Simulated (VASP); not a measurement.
# Zn in VASP: settings compared

The runs below take Zn through relaxation of the atoms, with PBE, PBE+D2, PBE+D3, PBE+D3(BJ).

All numbers are computed with VASP 6.6.1; they aren't measurements. Logs are shortened: lines on timing, memory, paths and dates and some standing lists are left out, and cuts for length are marked.

## Step 1: The slab as given

The cell holds a slab with vacuum, 6 atoms: a = 2.617 Å, b = 2.619 Å, c = 27.159 Å, α = 90.00°, β = 90.00°, γ = 119.98°.

The slab is cut from a database's or a generator's crystal, which needn't be the stable form of the element.

## Step 2: Relaxation of the atoms, PBE

File INCAR:

```
SYSTEM = Zn
ALGO = Fast
DIPOL = 0.5 0.5 0.500
EDIFF = 1E-6
EDIFFG = -0.02
ENCUT = 520
GGA = PE
IBRION = 2
IDIPOL = 3
ISIF = 2
ISMEAR = -1
LASPH = .TRUE.
LCHARG = .FALSE.
LDIPOL = .TRUE.
LREAL = .FALSE.
LWAVE = .FALSE.
NELM = 80
NSW = 60
PREC = Accurate
SIGMA = 0.05
```

File KPOINTS:

```
k-points
0
G
  9 9 1
  0 0 0
```

File POSCAR:

```
Zn
1.0
    2.6169740200      0.0000000000      0.0000000000
   -1.3084870100      2.2681701736      0.0000000000
    0.0000000000      0.0000000000     27.1587934876
Zn
6
Selective dynamics
Direct
    0.3393536486      0.6787072973      0.2761536518  F F F
    0.0115275509      0.0230551018      0.3651252919  F F F
    0.3508811995      0.7017623991      0.4550417640  F F F
    0.6902348482      0.3804696963      0.5449582360  T T T
    0.3624087504      0.7248175009      0.6339298761  T T T
    0.7017623991      0.4035247981      0.7238463482  T T T
```

Potentials or basis: VASP PAW PBE potentials, release 64 (Zn).

Launch:

```
> cat potpaw_PBE.64/Zn/POTCAR > POTCAR
> mpirun -np 1 vasp_std > vasp.out
```

OUTCAR:

```text
SYSTEM = Zn
   EDIFF = 1E-6
   EDIFFG = -0.02
   ENCUT = 520
   GGA = PE
   IBRION = 2
   ISIF = 2
   ISMEAR = -1
   LASPH = .TRUE.
   LREAL = .FALSE.
   NELM = 80
   NSW = 60
   PREC = Accurate

 ion  position               nearest neighbor table
   1  0.339  0.679  0.276-   2 2.84   2 2.86   2 2.86
   2  0.012  0.023  0.365-   1 2.84   1 2.86   1 2.86   3 2.86   3 2.86   3 2.89
   3  0.351  0.702  0.455-   4 2.86   4 2.86   2 2.86   2 2.86   4 2.89   2 2.89
   4  0.690  0.380  0.545-   5 2.84   5 2.86   5 2.86   3 2.86   3 2.86   3 2.89
   5  0.362  0.725  0.634-   4 2.84   4 2.86   4 2.86   6 2.86   6 2.86   6 2.89
   6  0.702  0.404  0.724-   5 2.86   5 2.86   5 2.89

  LATTYP: Found a base centered orthorhombic cell.
 ALAT       =     2.6169740200
 B/A-ratio  =     1.7334296453
 C/A-ratio  =    10.3779377556

  Lattice vectors:

 A1 = (   1.3084870100,  -2.2681701736,   0.0000000000)
 A2 = (   1.3084870100,   2.2681701736,   0.0000000000)
 A3 = (   0.0000000000,   0.0000000000,  27.1587934876)

Analysis of symmetry for initial positions (statically):
=====================================================================
 Subroutine PRICEL returns:
 Original cell was already a primitive cell.

 Routine SETGRP: Setting up the symmetry group for a
 base centered orthorhombic supercell.

 Subroutine GETGRP returns: Found  2 space group operations
 (whereof  2 operations were pure point group operations)
 out of a pool of  8 trial point group operations.

The static configuration has the point symmetry C_1h.

Analysis of symmetry for dynamics (positions and initial velocities):
=====================================================================
 Subroutine PRICEL returns:
 Original cell was already a primitive cell.

 Routine SETGRP: Setting up the symmetry group for a
 base centered orthorhombic supercell.

 Subroutine GETGRP returns: Found  2 space group operations
 (whereof  2 operations were pure point group operations)
 out of a pool of  8 trial point group operations.

The dynamic configuration has the point symmetry C_1h.

Analysis of constrained symmetry for selective dynamics:
=====================================================================
 Subroutine PRICEL returns:
 Original cell was already a primitive cell.

 Routine SETGRP: Setting up the symmetry group for a
 base centered orthorhombic supercell.

 Subroutine GETGRP returns: Found  2 space group operations
 (whereof  2 operations were pure point group operations)
 out of a pool of  8 trial point group operations.

The constrained configuration has the point symmetry C_1h.

 Subroutine INISYM returns: Found  2 space group operations
 (whereof  2 operations are pure point group operations),
 and found     1 'primitive' translations

----------------------------------------------------------------------------------------

                                     Primitive cell

  volume of cell :     161.2076

  direct lattice vectors                    reciprocal lattice vectors
     2.616974020  0.000000000  0.000000000     0.382120721  0.220442013  0.000000000
    -1.308487010  2.268170174  0.000000000     0.000000000  0.440884027  0.000000000
     0.000000000  0.000000000 27.158793488     0.000000000  0.000000000  0.036820487

  length of vectors
     2.616974020  2.618536651 27.158793488     0.441147285  0.440884027  0.036820487

  position of ions in fractional coordinates (direct lattice)
     0.339353649  0.678707297  0.276153652
     0.011527551  0.023055102  0.365125292
     0.350881200  0.701762399  0.455041764
     0.690234848  0.380469696  0.544958236
     0.362408750  0.724817501  0.633929876
     0.701762399  0.403524798  0.723846348

  ion indices of the primitive-cell ions
   primitive index   ion index
                 1           1
                 2           2
                 3           3
                 4           4
                 5           5
                 6           6

[... 32 lines left out ...]
  0.444444 -0.000000  0.000000      4.000000
  0.000000  0.111111  0.000000      2.000000
[... 16 lines left out ...]
  0.333333  0.333333  0.000000      2.000000
  0.000000  0.444444  0.000000      2.000000
   k-points           NKPTS =     25   k-points in BZ     NKDIM =     25   number of bands    NBANDS=     43
   number of dos      NEDOS =    301   number of ions     NIONS =      6
   total plane-waves  NPLWV =  84000
   dimension x,y,z NGX =    20 NGY =   20 NGZ =  210
   dimension x,y,z NGXF=    40 NGYF=   40 NGZF=  420
   ions per type =               6
   NGX,Y,Z   is equivalent  to a cutoff of  12.71, 12.70, 12.85 a.u.
   NGXF,Y,Z  is equivalent  to a cutoff of  25.41, 25.40, 25.71 a.u.
 SYSTEM =  Zn
   PREC   = accura    normal or accurate (medium, high low for compatibility)
   ISTART =      0    job   : 0-new  1-cont  2-samecut
   ICHARG =      2    charge: 1-file 2-atom 10-const
   ISPIN  =      1    spin polarized calculation?
   LNONCOLLINEAR =      F non collinear calculations
   LSORBIT =      F    spin-orbit coupling
   LASPH  =      T    aspherical Exc in radial PAW
   ENCUT  =  520.0 eV  38.22 Ry    6.18 a.u.   4.87  4.87 50.50*2*pi/ulx,y,z
   NELM   =     80;   NELMIN=  2; NELMDL= -5     # of ELM steps
   EDIFF  = 0.1E-05   stopping-criterion for ELM
   LREAL  =      F    real-space projection
   EDIFFG = -.2E-01   stopping-criterion for IOM
   NSW    =     60    number of steps for IOM
   IBRION =      2    ionic relax: 0-MD 1-quasi-New 2-CG
   NFREE  =      1    steps in history (QN), initial steepest desc. (CG)
   ISIF   =      2    stress and relaxation
   ISYM   =      2    0-nonsym 1-usesym 2-fastsym
   POTIM  = 0.5000    time-step for ionic-motion
   TEBEG  =    0.0;   TEEND  =   0.0 temperature during run
   PSTRESS=    0.0 pullay stress
   NELECT =      72.0000    total number of electrons
   NUPDOWN=      -1.0000    fix difference up-down
   EMIN   =  10.00;   EMAX   =-10.00  energy-range for DOS
   EFERMI =   0.00;   METHOD = LEGACY
   ISMEAR =    -1;   SIGMA  =   0.05  broadening in eV -4-tet -1-fermi 0-gaus
   EFERMI_NEDOS =   21; number of points for ismear=-14 and -15
   IALGO  =     68    algorithm
   IMIX   =      4    mixing-type and parameters
     AMIX     =   0.40;   BMIX     =  1.00
     AMIX_MAG =   1.60;   BMIX_MAG =  1.00
  volume/ion in A,a.u.               =      26.87       181.31
  Fermi-wavevector in a.u.,A,eV,Ry     =   1.251384  2.364772 21.306195  1.565961
  Thomas-Fermi vector in A             =   2.385334
   LORBIT       =      0    0 simple, 1 ext, 2 COOP (PROOUT), +10 PAW based schemes
   GGA     = PE    functional components
   LHFCALC =     F    Hartree Fock is set to
   AEXX    =    0.0000 exact exchange contribution
   IVDW    =     0    specifies the selected vdW correction
   LEPSILON=     F    determine dielectric tensor
   LRPA    =     F    only Hartree local field effects (RPA)
 conjugate gradient relaxation of ions
 non-spin polarized calculation
 RMM-DIIS sequential band-by-band and
  energy-cutoff  :      520.00
  volume of cell :      161.21
 maximum number of plane-waves:      4405
   NGX =  9   NGY =  9   NGZ =101

--------------------------------------- Ionic step        1  -------------------------------------------

 number of electron      71.9999977 magnetization

 Free energy of the ion-electron system (eV)
  ---------------------------------------------------
  ext. energy  EPLUGINS =         0.00000000
  ---------------------------------------------------
  free energy    TOTEN  =        -6.32476254 eV

  energy without entropy =       -6.30490826  energy(sigma->0) =       -6.31483540

------------------------ aborting loop because EDIFF is reached ----------------------------------------

  FORCE on cell =-STRESS in cart. coord.  units (eV):
  Direction    XX          YY          ZZ          XY          YZ          ZX
  --------------------------------------------------------------------------------------
  -------------------------------------------------------------------------------------
  Total        0.4827669      0.4991514      3.6043200      0.0000000     -0.1519111      0.0000000
  in kB        4.7980259      4.9608646     35.8218821      0.0000000     -1.5097833      0.0000000
  external PRESSURE =      15.1935909 kB  Pullay stress =       0.0000000 kB
[... 101 lines left out ...]
  FREE ENERGIE OF THE ION-ELECTRON SYSTEM (eV)
  ---------------------------------------------------
  free  energy   TOTEN  =        -6.3362414612 eV

  energy  without entropy=       -6.3169840811  energy(sigma->0) =       -6.32661277

 vacuum level on the upper side and lower side of the slab       (xc-potential included)        -0.291        -0.244

 dipolmoment           0.000000      0.000000      0.006122 electrons x Angstroem

[... ionic steps 4 to 11 ...]

--------------------------------------- Ionic step       12  -------------------------------------------

 number of electron      72.0000003 magnetization

------------------------ aborting loop because EDIFF is reached ----------------------------------------
[... 75 lines left out ...]
--------------------------------------- Ionic step       14  -------------------------------------------

 number of electron      72.0000009 magnetization

 dipolmoment           0.000000      0.000000     -0.001204 electrons x Angstroem

 Free energy of the ion-electron system (eV)
  ---------------------------------------------------
  ext. energy  EPLUGINS =         0.00000000
  ---------------------------------------------------
  free energy    TOTEN  =        -6.43514558 eV

  energy without entropy =       -6.42314396  energy(sigma->0) =       -6.42914477

 E-fermi :   0.0439     XC(G=0):  -7.1284

 val. band max:       -0.0937845556   @ k =  -0.2222   0.1111   0.0000
 cond. band min:       0.0712949076   @ k =   0.1111   0.2222   0.0000
 fundamental gap:      0.1650794632
 Fermi energy:         0.0438727473

 k-point     1 :       0.0000    0.0000    0.0000
  band No.  band energies     occupation
      1     -10.4663      2.00000
      2      -9.8537      2.00000
      3      -9.3035      2.00000
      4      -8.9395      2.00000
      5      -8.8589      2.00000
      6      -8.6693      2.00000
[... 1093 lines left out ...]
     42       3.5739      0.00000
     43       3.9746      0.00000

 [... further k-points ...]

------------------------ aborting loop because EDIFF is reached ----------------------------------------

 vacuum level on the upper side and lower side of the slab       (xc-potential included)        -0.022         0.014

  FORCE on cell =-STRESS in cart. coord.  units (eV):
  Direction    XX          YY          ZZ          XY          YZ          ZX
  --------------------------------------------------------------------------------------
  -------------------------------------------------------------------------------------
  Total       -0.6205335     -0.7096513      1.3161134      0.0000000     -0.0756464      0.0000000
  in kB       -6.1672323     -7.0529378     13.0803204      0.0000000     -0.7518187      0.0000000
  external PRESSURE =      -0.0466165 kB  Pullay stress =       0.0000000 kB
[... 21 lines left out ...]
  FREE ENERGIE OF THE ION-ELECTRON SYSTEM (eV)
  ---------------------------------------------------
  free  energy   TOTEN  =        -6.4351455805 eV

  energy  without entropy=       -6.4231439640  energy(sigma->0) =       -6.42914477

 reached required accuracy - stopping structural energy minimisation

 vacuum level on the upper side and lower side of the slab         4.083         4.118
```

Wall time 21 min (1 thread of Intel Xeon 6975P-C (Granite Rapids), shared host); peak memory 0.35 GiB.

What came out:

| Quantity | Value |
| --- | --- |
| Free energy | -6.4351 eV |
| Energy gained by relaxing | 18.4 meV/atom |
| Ionic steps | 14 |
| Band gap on the k mesh | none (metal or under the smearing width) |

Step by step:
```csv
step,energy change (eV),largest force (eV/Å),pressure (GPa)
1,0.0000,0.2945,1.52
2,-0.0031,0.2944,1.49
3,-0.0115,0.2936,1.39
4,-0.0250,0.2931,1.22
5,-0.0400,0.2940,0.94
6,-0.0483,0.2941,0.87
7,-0.0670,0.2950,0.72
8,-0.0802,0.2960,0.53
9,-0.0886,0.2956,0.45
10,-0.1045,0.2939,0.19
11,-0.1076,0.3031,-0.12
12,-0.1101,0.2888,-0.02
13,-0.1102,0.2893,-0.01
14,-0.1104,0.2873,0.00
```

Final structure:
```yaml
crystal:
  lattice:
    - [2.61697, 0.00000, 0.00000]
    - [-1.30849, 2.26817, 0.00000]
    - [0.00000, 0.00000, 27.15879]
  atoms:
    - { symbol: Zn, position: [0.33935, 0.67871, 0.27615] }
    - { symbol: Zn, position: [0.01153, 0.02306, 0.36513] }
    - { symbol: Zn, position: [0.35088, 0.70176, 0.45504] }
    - { symbol: Zn, position: [0.68963, 0.37926, 0.56075] }
    - { symbol: Zn, position: [0.35763, 0.71525, 0.65913] }
    - { symbol: Zn, position: [0.68991, 0.37983, 0.75440] }
```

## Step 3: Relaxation of the atoms, PBE+D2

Changes to INCAR since step 2:

```diff
@@ -11,2 +11,3 @@
 ISMEAR = -1
+IVDW = 1
 LASPH = .TRUE.
```

KPOINTS is that of step 2.

POSCAR is that of step 2.

Potentials or basis: VASP PAW PBE potentials, release 64 (Zn).

Launch:

```
> cat potpaw_PBE.64/Zn/POTCAR > POTCAR
> mpirun -np 1 vasp_std > vasp.out
```

OUTCAR:

```text
SYSTEM = Zn
   EDIFF = 1E-6
   EDIFFG = -0.02
   ENCUT = 520
   GGA = PE
   IBRION = 2
   ISIF = 2
   ISMEAR = -1
   IVDW = 1
   LASPH = .TRUE.
   LREAL = .FALSE.
   NELM = 80
   NSW = 60
   PREC = Accurate
  IVDW =   1

 ion  position               nearest neighbor table
   1  0.339  0.679  0.276-   2 2.84   2 2.86   2 2.86
   2  0.012  0.023  0.365-   1 2.84   1 2.86   1 2.86   3 2.86   3 2.86   3 2.89
   3  0.351  0.702  0.455-   4 2.86   4 2.86   2 2.86   2 2.86   4 2.89   2 2.89
   4  0.690  0.380  0.545-   5 2.84   5 2.86   5 2.86   3 2.86   3 2.86   3 2.89
   5  0.362  0.725  0.634-   4 2.84   4 2.86   4 2.86   6 2.86   6 2.86   6 2.89
   6  0.702  0.404  0.724-   5 2.86   5 2.86   5 2.89

  LATTYP: Found a base centered orthorhombic cell.
 ALAT       =     2.6169740200
 B/A-ratio  =     1.7334296453
 C/A-ratio  =    10.3779377556

  Lattice vectors:

 A1 = (   1.3084870100,  -2.2681701736,   0.0000000000)
 A2 = (   1.3084870100,   2.2681701736,   0.0000000000)
 A3 = (   0.0000000000,   0.0000000000,  27.1587934876)

Analysis of symmetry for initial positions (statically):
=====================================================================
 Subroutine PRICEL returns:
 Original cell was already a primitive cell.

 Routine SETGRP: Setting up the symmetry group for a
 base centered orthorhombic supercell.

 Subroutine GETGRP returns: Found  2 space group operations
 (whereof  2 operations were pure point group operations)
[... 328 lines left out ...]

 number of electron      72.0000025 magnetization

------------------------ aborting loop because EDIFF is reached ----------------------------------------
[... 81 lines left out ...]
  FREE ENERGIE OF THE ION-ELECTRON SYSTEM (eV)
  ---------------------------------------------------
  free  energy   TOTEN  =        -8.2321166632 eV

  energy  without entropy=       -8.2191721733  energy(sigma->0) =       -8.22564442

 dipolmoment           0.000000      0.000000      0.000252 electrons x Angstroem

--------------------------------------- Ionic step       16  -------------------------------------------

 number of electron      71.9999988 magnetization

 dipolmoment           0.000000      0.000000     -0.001324 electrons x Angstroem

 Free energy of the ion-electron system (eV)
  ---------------------------------------------------
  ext. energy  EPLUGINS =         0.00000000
  ---------------------------------------------------
  free energy    TOTEN  =        -6.42879279 eV

  energy without entropy =       -6.41561987  energy(sigma->0) =       -6.42220633

 E-fermi :   0.0404     XC(G=0):  -7.1505

 val. band max:       -0.0611816794   @ k =  -0.2222   0.1111   0.0000
 cond. band min:       0.0613134933   @ k =   0.1111   0.2222   0.0000
 fundamental gap:      0.1224951727
 Fermi energy:         0.0403646526

 k-point     1 :       0.0000    0.0000    0.0000
  band No.  band energies     occupation
      1     -10.4844      2.00000
      2      -9.7581      2.00000
      3      -9.3198      2.00000
      4      -8.9353      2.00000
      5      -8.8476      2.00000
      6      -8.6331      2.00000
[... 1093 lines left out ...]
     42       3.5575      0.00000
     43       3.9799      0.00000

 [... further k-points ...]

------------------------ aborting loop because EDIFF is reached ----------------------------------------

 vacuum level on the upper side and lower side of the slab       (xc-potential included)        -0.224        -0.104

  DFT-D2 method for vdW energy calculation

  Number of pair interactions contributing to vdW energy:   67567

  Edisp (eV):   -1.80368
[... 29 lines left out ...]
  FREE ENERGIE OF THE ION-ELECTRON SYSTEM (eV)
  ---------------------------------------------------
  free  energy   TOTEN  =        -8.2324746658 eV

  energy  without entropy=       -8.2193017409  energy(sigma->0) =       -8.22588820

 reached required accuracy - stopping structural energy minimisation

 vacuum level on the upper side and lower side of the slab         3.867         3.980
```

It took 27 min on 1 thread of Intel Xeon 6975P-C (Granite Rapids), shared host; peak memory 0.35 GiB.

What came out:

* Free energy: -8.2325 eV
* Energy gained by relaxing: 25.2 meV/atom
* Ionic steps: 16
* Band gap on the k mesh: none (metal or under the smearing width)
* Dispersion energy per atom: -0.301 eV

Step by step:
```tsv
step	energy change (eV)	largest force (eV/Å)	pressure (GPa)
1	0.0000	0.3434	0.85
2	-0.0044	0.3426	0.80
3	-0.0159	0.3431	0.74
4	-0.0326	0.3428	0.59
5	-0.0389	0.4524	0.29
6	-0.0411	0.3668	0.40
7	-0.0488	0.3423	0.34
8	-0.0685	0.3416	0.22
9	-0.0926	0.3421	0.01
10	-0.0781	0.5450	-0.51
11	-0.0972	0.3482	-0.18
12	-0.1180	0.3422	-0.26
13	-0.1495	0.3392	-0.57
14	-0.1508	0.3373	-0.61
15	-0.1509	0.3391	-0.61
16	-0.1512	0.3397	-0.61
```

Final structure:
```
CELL_PARAMETERS angstrom
2.61697 0.00000 0.00000
-1.30849 2.26817 0.00000
0.00000 0.00000 27.15879
ATOMIC_POSITIONS crystal
Zn 0.33935 0.67871 0.27615
Zn 0.01153 0.02306 0.36513
Zn 0.35088 0.70176 0.45504
Zn 0.69129 0.38257 0.55758
Zn 0.35964 0.71927 0.65730
Zn 0.69448 0.38896 0.75521
```

Caveat: atom-pairwise D2, TS and ULG terms overbind metals.

## Step 4: Relaxation of the atoms, PBE+D3

Changes to INCAR since step 3:

```diff
@@ -11,3 +11,3 @@
 ISMEAR = -1
-IVDW = 1
+IVDW = 11
 LASPH = .TRUE.
```

KPOINTS is that of step 3.

POSCAR is that of step 3.

Launch:

```
> cat potpaw_PBE.64/Zn/POTCAR > POTCAR
> mpirun -np 1 vasp_std > vasp.out
```

It took 26 min on 1 thread of Intel Xeon 6975P-C (Granite Rapids), shared host; peak memory 0.36 GiB.

The run converged. Its results:

```yaml
Free_energy: -8.1718 eV
Energy_gained_by_relaxing: 6.5 meV/atom
Ionic_steps: 17
Band_gap_on_the_k_mesh: none (metal or under the smearing width)
Dispersion_energy_per_atom: -0.292 eV
```

Step by step:
| step | energy change (eV) | largest force (eV/Å) | pressure (GPa) |
| --- | --- | --- | --- |
| 1 | 0.0000 | 0.2070 | -0.55 |
| 2 | -0.0012 | 0.2066 | -0.58 |
| 3 | -0.0042 | 0.2065 | -0.63 |
| 4 | -0.0082 | 0.2069 | -0.72 |
| 5 | -0.0088 | 0.2472 | -0.88 |
| 6 | -0.0096 | 0.2083 | -0.83 |
| 7 | -0.0115 | 0.2063 | -0.86 |
| 8 | -0.0160 | 0.2065 | -0.93 |
| 9 | -0.0216 | 0.2058 | -1.07 |
| 10 | -0.0204 | 0.2473 | -1.26 |
| 11 | -0.0229 | 0.2074 | -1.17 |
| 12 | -0.0285 | 0.2070 | -1.23 |
| 13 | -0.0365 | 0.2105 | -1.36 |
| 14 | -0.0370 | 0.2129 | -1.53 |
| 15 | -0.0385 | 0.2145 | -1.47 |
| 16 | -0.0386 | 0.2146 | -1.46 |
| 17 | -0.0388 | 0.2128 | -1.49 |

Final structure:
```
Zn
1.0
     2.61697    0.00000    0.00000
    -1.30849    2.26817    0.00000
     0.00000    0.00000   27.15879
Zn
6
Direct
  0.33935 0.67871 0.27615
  0.01153 0.02306 0.36513
  0.35088 0.70176 0.45504
  0.69025 0.38050 0.55327
  0.35762 0.71524 0.64768
  0.69008 0.38016 0.74147
```

Levels at points of the mesh, in eV from the Fermi level:
```csv
k point,band 33,band 34,band 35,band 36,band 37,band 38,band 39,band 40
"(0.00, 0.00, 0.00)",-7.11,-7.11,-6.15,-4.67,-3.12,-1.17,1.10,2.85
```

(Continued in part 2 of 2.)
